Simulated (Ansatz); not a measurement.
Au:

```
CELL_PARAMETERS angstrom
0.00000 2.03500 2.03500
2.03500 0.00000 2.03500
2.03500 2.03500 0.00000
ATOMIC_POSITIONS crystal
Au 0.00000 0.00000 0.00000
```

| Item | Value |
| --- | --- |
| Program | Ansatz 0.2.0 |
| Task | relaxation of cell and atoms |
| Functional | r2SCAN |
| Dispersion | rVV10 |
| Potentials or basis | Ansatz PAW |
| Cutoff | 500 eV (not typed: the program's choice for these potentials) |
| k mesh | 11 × 11 × 11 |
| Occupations | fermi-dirac, width 0.05 eV |
| Spin | no spin polarisation |

At the start: volume 16.85 Å³/atom.

Question: How do energy, volume and symmetry change on relaxing?

Answer: It ends after 4 steps and the volume is 17.22 Å³/atom (+2.2 %); space group Fm-3m (No. 225, to 0.05 Å).

Step by step:
```tsv
step	energy change (eV)	largest force (eV/Å)	volume (Å³)
1	0.0000	0.0000	16.85
2	-0.0040	0.0000	17.26
3	-0.0041	0.0000	17.22
4	-0.0043	0.0000	17.22
```

Final structure:
```cif
data_structure
_symmetry_space_group_name_H-M 'P 1'
_symmetry_Int_Tables_number 1
_cell_length_a 2.8986
_cell_length_b 2.8986
_cell_length_c 2.8986
_cell_angle_alpha 60.000
_cell_angle_beta 60.000
_cell_angle_gamma 60.000
_cell_volume 17.22
loop_
_atom_site_label
_atom_site_type_symbol
_atom_site_fract_x
_atom_site_fract_y
_atom_site_fract_z
_atom_site_occupancy
Au1 Au 0.00000 0.00000 0.00000 1
```

Caveat: the plane-wave basis is chosen anew once the cell has moved, so the energies of steps on either side of that aren't comparable; the PAW data sets come from PBE, with cores solved anew for the run's functional, which leaves a small shift of forces and pressure.
